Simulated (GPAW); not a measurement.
The system is Mg3Sb2.

```
Sb Mg
1.0
     4.58200    0.00000    0.00000
    -2.29100    3.96813    0.00000
     0.00000    0.00000    7.24400
Sb Mg
2 3
Direct
  0.66667 0.33333 0.76500
  0.33333 0.66667 0.23500
  0.00000 0.00000 0.00000
  0.66667 0.33333 0.37000
  0.33333 0.66667 0.63000
```

Base run:

* Program: GPAW 26.7.0
* Functional: r2SCAN
* Potentials or basis: GPAW PAW data sets (gpaw-data 1.2.1)
* Cutoff: 800 eV
* Basis: pw
* k mesh: 5 × 5 × 3
* Occupations: fermi-dirac, width 0.05 eV
* Spin: no spin polarisation

Its results: band gap on the k mesh 0.70 eV, indirect (least direct gap 1.87 eV); pressure 0.1 GPa; largest force 0.328 eV/Å.

Task: The run is repeated on the same cell with these changes: functional from r2SCAN to LDA; potentials or basis from GPAW PAW data sets (gpaw-data 1.2.1) to the program's PAW data sets (release 1.2.1) made for this functional. What comes out?

Result: Band gap on the k mesh 0.15 eV, indirect (least direct gap 1.02 eV); pressure -2.0 GPa; largest force 0.328 eV/Å.

Caveats: spin-orbit coupling is left out, which moves the levels of the heavy elements; the PAW data sets were made with another functional, which shifts forces and pressure a little (some runs).

A k mesh can miss the band edges.
